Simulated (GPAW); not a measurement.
Crystal: B.

```xyz
1
Lattice="2.3461 0.0000 0.0000 0.0000 2.3461 0.0000 0.0000 0.0000 1.5858" Properties=species:S:1:pos:R:3 pbc="T T T"
B     1.1731    1.1731    0.7929
```

The cell was built by a generator and needn't be a form met in nature.

Base run:

* Program: GPAW 26.7.0
* Functional: SCAN
* Potentials or basis: GPAW PAW data sets (gpaw-data 1.2.1)
* Cutoff: 800 eV
* Basis: pw
* k mesh: 11 × 11 × 16
* Occupations: fermi-dirac, width 0.05 eV
* Spin: no spin polarisation

Its results: band gap on the k mesh none (metal or under the smearing width); pressure -3.0 GPa.

The run is repeated on the same cell with these changes: functional from SCAN to TPSS. What comes out?

Band gap on the k mesh none (metal or under the smearing width); pressure -0.3 GPa.

Caveats: the PAW data sets were made with another functional, which shifts forces and pressure a little.
